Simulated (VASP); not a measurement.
# BAs (F-43m) in VASP: further runs, part 3 of 3

VASP 6.6.1. Earlier steps stand in the parts before.

## 5. Dielectric tensor, PBE

Input file INCAR:

```
SYSTEM = BAs
ALGO = Normal ; EDIFF = 1E-8
ENCUT = 340 ; GGA = PE
ISIF = 2 ; ISMEAR = 0
LASPH = .True. ; LCHARG = .False.
LEPSILON = .True. ; LREAL = .False.
LWAVE = .False. ; NELM = 100
PREC = Accurate ; SIGMA = 0.01
```

Input file KPOINTS:

```
k-points
0
Gamma
  6 6 6
  0 0 0
```

Input file POSCAR:

```
BAs
1.0
    0.0000000000      2.3885000000      2.3885000000
    2.3885000000      0.0000000000      2.3885000000
    2.3885000000      2.3885000000      0.0000000000
As B
1 1
Direct
    0.7500000000      0.7500000000      0.7500000000
    0.0000000000      0.0000000000      0.0000000000
```

Potentials or basis: VASP PAW PBE potentials, release 64 (As, B).

The run is started by

```sh
$ cat potpaw_PBE.64/As/POTCAR potpaw_PBE.64/B/POTCAR > POTCAR
$ mpirun -np 1 vasp_std > vasp.out
```

OUTCAR:

```text
SYSTEM = BAs
   EDIFF = 1E-8
   ENCUT = 340
   GGA = PE
   ISIF = 2
   ISMEAR = 0
   LASPH = .True.
   LEPSILON = .True.
   LREAL = .False.
   NELM = 100
   PREC = Accurate

 Found     16 irreducible k-points:

 Following reciprocal coordinates:
            Coordinates               Weight
  0.000000  0.000000  0.000000      1.000000
  0.166667  0.000000  0.000000      8.000000
  0.333333  0.000000  0.000000      8.000000
  0.500000  0.000000  0.000000      4.000000
  0.166667  0.166667  0.000000      6.000000
  0.333333  0.166667  0.000000     24.000000
   k-points           NKPTS =     16   k-points in BZ     NKDIM =     16   number of bands    NBANDS=      8
   number of dos      NEDOS =    301   number of ions     NIONS =      2
   total plane-waves  NPLWV =   8000
   dimension x,y,z NGX =    20 NGY =   20 NGZ =   20
   dimension x,y,z NGXF=    40 NGYF=   40 NGZF=   40
   ions per type =               1   1
   NGX,Y,Z   is equivalent  to a cutoff of   9.84,  9.84,  9.84 a.u.
   NGXF,Y,Z  is equivalent  to a cutoff of  19.69, 19.69, 19.69 a.u.
 SYSTEM =  BAs
   PREC   = accura    normal or accurate (medium, high low for compatibility)
   ISTART =      0    job   : 0-new  1-cont  2-samecut
   ICHARG =      2    charge: 1-file 2-atom 10-const
   ISPIN  =      1    spin polarized calculation?
   LNONCOLLINEAR =      F non collinear calculations
[... 177 lines left out ...]
  ---------------------------------------------------
  free energy    TOTEN  =        -0.82933883 eV

  energy without entropy =       -0.82933883

------------------------ aborting loop because EDIFF is reached ----------------------------------------

 PIEZOELECTRIC TENSOR FIELD DIRECTION 3  (e Angst)
 -----------------------------------------------------------------------------
     0.00028 -0.11426  0.00000           (  0.00000 -0.10636  0.00000)
    -0.11426  0.00028  0.00000           ( -0.10636  0.00000  0.00000)
     0.00000  0.00000 -0.00115           (  0.00000  0.00000 -0.00000)

 PIEZOELECTRIC TENSOR FIELD DIRECTION 3  (C/m^2)
 -----------------------------------------------------------------------------
     0.00017 -0.06718  0.00000
    -0.06718  0.00017  0.00000
     0.00000  0.00000 -0.00067

 MACROSCOPIC STATIC DIELECTRIC TENSOR (including local field effects in DFT)
 ------------------------------------------------------
          11.228226     0.000000     0.000000
           0.000000    11.228226     0.000000
           0.000000     0.000000    11.228226
 ------------------------------------------------------

 PIEZOELECTRIC TENSOR (including local field effects)  for field in x, y, z        (e  Angst)
          XX          YY          ZZ          XY          YZ          ZX
  --------------------------------------------------------------------------------
  x     0.00000     0.00000     0.00000     0.00000    -0.10248     0.00000
  y    -0.00000     0.00000    -0.00000     0.00000     0.00000    -0.10248
  z    -0.00000     0.00000     0.00000    -0.10248     0.00000     0.00000

 PIEZOELECTRIC TENSOR (including local field effects)  for field in x, y, z        (C/m^2)
          XX          YY          ZZ          XY          YZ          ZX
  --------------------------------------------------------------------------------
  x     0.00000     0.00000     0.00000     0.00000    -0.06025     0.00000
  y    -0.00000     0.00000    -0.00000     0.00000     0.00000    -0.06025
  z    -0.00000     0.00000     0.00000    -0.06025     0.00000     0.00000

 BORN EFFECTIVE CHARGES (including local field effects) (in |e|, cummulative output)
 ---------------------------------------------------------------------------------
 ion    1
    1     0.50145     0.00000     0.00000
    2     0.00000     0.50145     0.00000
    3     0.00000    -0.00000     0.50145
 ion    2
    1    -0.50145    -0.00000     0.00000
    2    -0.00000    -0.50145     0.00000
    3    -0.00000     0.00000    -0.50145
```

OSZICAR:

```text
N       E                     dE             d eps       ncg     rms          rms(c)
DAV:   1     0.772333980379E+01    0.77233E+01   -0.31603E+03   264   0.624E+02
DAV:   2    -0.118180529480E+02   -0.19541E+02   -0.18886E+02   408   0.911E+01
DAV:   3    -0.120269202758E+02   -0.20887E+00   -0.20887E+00   288   0.131E+01
[... 12 lines left out ...]
RMM:   5    -0.828690249274E+00   -0.59015E-02   -0.24328E-04  1194   0.121E-01    0.122E-02
RMM:   6    -0.829073677570E+00   -0.38343E-03   -0.51975E-06  1241   0.184E-02    0.590E-03
RMM:   7    -0.829328088481E+00   -0.25441E-03   -0.25430E-06  1197   0.138E-02    0.516E-04
RMM:   8    -0.829341849614E+00   -0.13761E-04   -0.10184E-07  1292   0.106E-03    0.218E-04
RMM:   9    -0.829338748531E+00    0.31011E-05   -0.39239E-08  1203   0.471E-04    0.388E-05
RMM:  10    -0.829338827176E+00   -0.78645E-07   -0.96217E-08  1066   0.131E-04    0.630E-06
```

Wall time 18 s (1 thread of Intel Xeon 6975P-C (Granite Rapids), shared host); peak memory 0.13 GiB.

These settings aren't checked as converged: the numbers below hold their error.

What came out:

* Band gap on the k mesh: 1.27 eV, indirect (least direct gap 3.27 eV)
* Electronic dielectric tensor (diagonal): 11.23
* Born charges (mean of the diagonal): As +0.50; B -0.50 e

Caveat: the cutoff is under 1.25 times the usual one of these potentials, so pressure, stress and relaxed cells hold a basis-set (Pulay) error.

## 6. Dielectric tensor, PBE

INCAR: that of step 5 with these lines changed.

```diff
@@ -2,3 +2,3 @@
 ALGO = Normal ; EDIFF = 1E-8
-ENCUT = 340 ; GGA = PE
+ENCUT = 400 ; GGA = PE
 ISIF = 2 ; ISMEAR = 0
```

KPOINTS is that of step 5.

POSCAR is that of step 5.

Potentials or basis: VASP PAW PBE potentials, release 64 (As, B).

The run is started by

```sh
$ cat potpaw_PBE.64/As/POTCAR potpaw_PBE.64/B/POTCAR > POTCAR
$ mpirun -np 1 vasp_std > vasp.out
```

OUTCAR:

```text
SYSTEM = BAs
   EDIFF = 1E-8
   ENCUT = 400
   GGA = PE
   ISIF = 2
   ISMEAR = 0
   LASPH = .True.
   LEPSILON = .True.
   LREAL = .False.
   NELM = 100
   PREC = Accurate

 Found     16 irreducible k-points:

 Following reciprocal coordinates:
            Coordinates               Weight
  0.000000  0.000000  0.000000      1.000000
  0.166667  0.000000  0.000000      8.000000
  0.333333  0.000000  0.000000      8.000000
  0.500000  0.000000  0.000000      4.000000
  0.166667  0.166667  0.000000      6.000000
  0.333333  0.166667  0.000000     24.000000
   k-points           NKPTS =     16   k-points in BZ     NKDIM =     16   number of bands    NBANDS=      8
   number of dos      NEDOS =    301   number of ions     NIONS =      2
   total plane-waves  NPLWV =  13824
   dimension x,y,z NGX =    24 NGY =   24 NGZ =   24
   dimension x,y,z NGXF=    48 NGYF=   48 NGZF=   48
   ions per type =               1   1
   NGX,Y,Z   is equivalent  to a cutoff of  11.81, 11.81, 11.81 a.u.
   NGXF,Y,Z  is equivalent  to a cutoff of  23.62, 23.62, 23.62 a.u.
 SYSTEM =  BAs
   PREC   = accura    normal or accurate (medium, high low for compatibility)
   ISTART =      0    job   : 0-new  1-cont  2-samecut
   ICHARG =      2    charge: 1-file 2-atom 10-const
   ISPIN  =      1    spin polarized calculation?
   LNONCOLLINEAR =      F non collinear calculations
   LSORBIT =      F    spin-orbit coupling
   LASPH  =      T    aspherical Exc in radial PAW
   ENCUT  =  400.0 eV  29.40 Ry    5.42 a.u.   5.51  5.51  5.51*2*pi/ulx,y,z
   NELM   =    100;   NELMIN=  2; NELMDL= -5     # of ELM steps
   EDIFF  = 0.1E-07   stopping-criterion for ELM
   LREAL  =      F    real-space projection
   EDIFFG = 0.1E-06   stopping-criterion for IOM
   NSW    =      0    number of steps for IOM
   IBRION =     -1    ionic relax: 0-MD 1-quasi-New 2-CG
   NFREE  =      0    steps in history (QN), initial steepest desc. (CG)
   ISIF   =      2    stress and relaxation
   ISYM   =      2    0-nonsym 1-usesym 2-fastsym
   POTIM  = 0.5000    time-step for ionic-motion
   TEBEG  =    0.0;   TEEND  =   0.0 temperature during run
[... 141 lines left out ...]
          -0.000000    11.530476     0.000000
           0.000000     0.000000    11.530476
 ------------------------------------------------------

 Free energy of the ion-electron system (eV)
  ---------------------------------------------------
  ---------------------------------------------------
  free energy    TOTEN  =        -0.82964934 eV

  energy without entropy =       -0.82964934

------------------------ aborting loop because EDIFF is reached ----------------------------------------

--------------------------------------- Ionic step        2  -------------------------------------------

------------------------ aborting loop because EDIFF is reached ----------------------------------------

--------------------------------------- Ionic step        3  -------------------------------------------

 Free energy of the ion-electron system (eV)
  ---------------------------------------------------
  ---------------------------------------------------
  free energy    TOTEN  =        -0.82964944 eV

  energy without entropy =       -0.82964944

------------------------ aborting loop because EDIFF is reached ----------------------------------------

 PIEZOELECTRIC TENSOR FIELD DIRECTION 3  (e Angst)
 -----------------------------------------------------------------------------
     0.00028 -0.11772  0.00000           (  0.00000 -0.10636  0.00000)
    -0.11772  0.00028  0.00000           ( -0.10636  0.00000  0.00000)
     0.00000  0.00000 -0.00115           (  0.00000  0.00000 -0.00000)

 PIEZOELECTRIC TENSOR FIELD DIRECTION 3  (C/m^2)
 -----------------------------------------------------------------------------
     0.00017 -0.06921  0.00000
    -0.06921  0.00017  0.00000
     0.00000  0.00000 -0.00067

 MACROSCOPIC STATIC DIELECTRIC TENSOR (including local field effects in DFT)
 ------------------------------------------------------
          11.225800    -0.000000     0.000000
           0.000000    11.225800     0.000000
          -0.000000    -0.000000    11.225800
 ------------------------------------------------------

 PIEZOELECTRIC TENSOR (including local field effects)  for field in x, y, z        (e  Angst)
          XX          YY          ZZ          XY          YZ          ZX
  --------------------------------------------------------------------------------
  x     0.00000    -0.00000    -0.00000     0.00000    -0.10589     0.00000
  y     0.00000     0.00000     0.00000     0.00000     0.00000    -0.10589
  z     0.00000     0.00000     0.00000    -0.10589     0.00000     0.00000

 PIEZOELECTRIC TENSOR (including local field effects)  for field in x, y, z        (C/m^2)
          XX          YY          ZZ          XY          YZ          ZX
  --------------------------------------------------------------------------------
  x     0.00000    -0.00000    -0.00000     0.00000    -0.06225     0.00000
  y     0.00000     0.00000     0.00000     0.00000     0.00000    -0.06225
  z     0.00000     0.00000     0.00000    -0.06225     0.00000     0.00000

 BORN EFFECTIVE CHARGES (including local field effects) (in |e|, cummulative output)
 ---------------------------------------------------------------------------------
 ion    1
    1     0.50155     0.00000     0.00000
    2    -0.00000     0.50155     0.00000
    3    -0.00000    -0.00000     0.50155
 ion    2
    1    -0.50155    -0.00000    -0.00000
    2     0.00000    -0.50155    -0.00000
    3     0.00000     0.00000    -0.50155
```

stdout:

```text
POSCAR found type information on POSCAR AsB
 POSCAR found :  2 types and       2 ions
 scaLAPACK will be used
 LDA part: xc-table for (Slater+PW92), standard interpolation
 POSCAR, INCAR and KPOINTS ok, starting setup
 FFT: planning ... GRIDC
 FFT: planning ... GRID_SOFT
 FFT: planning ... GRID
 WAVECAR not read
 entering main loop
 Linear response reoptimize wavefunctions to high precision
 Linear response G [H, r] |phi>, progress :
  Direction:   1
 Linear response G [H, r] |phi>, progress :
  Direction:   2
 Linear response G [H, r] |phi>, progress :
  Direction:   3
 Linear response to external field (no local field effect), progress :
  Direction:   1
 dielectric tensor                  component  1 :    14.098     7.283     1.649
 Linear response to external field (no local field effect), progress :
  Direction:   2
 dielectric tensor                  component  2 :     7.283    14.183    -1.792
 Linear response to external field (no local field effect), progress :
  Direction:   3
 dielectric tensor                  component  3 :     1.648    -1.791     6.311
 Linear response to external field, progress :
  Direction:   1
 dielectric tensor                  component  1 :    11.226     3.661     1.532
 Linear response to external field, progress :
  Direction:   2
 dielectric tensor                  component  2 :     3.662    11.226     1.378
 Linear response to external field, progress :
  Direction:   3
 dielectric tensor                  component  3 :     2.728     2.466    11.226
 Born effective charges drift removed
```

Run time: 20 s. Hardware: 1 thread of Intel Xeon 6975P-C (Granite Rapids), shared host; peak memory 0.15 GiB.

These settings aren't checked as converged: the numbers below hold their error.

Results:

| Item | Value |
| --- | --- |
| Band gap on the k mesh | 1.27 eV, indirect (least direct gap 3.27 eV) |
| Electronic dielectric tensor (diagonal) | 11.23 |
| Born charges (mean of the diagonal) | As +0.50; B -0.50 e |

## 7. The reference run

An earlier run on the cell as given: functional PBE; potentials or basis VASP PAW PBE potentials, release 64 (As, B); cutoff 520 eV; k mesh 10 × 10 × 10; occupations fermi-dirac, width 0.05 eV; no spin polarisation.

* Pressure: 3.4 GPa
* Band gap on the k mesh: 1.18 eV, indirect (least direct gap 3.28 eV)
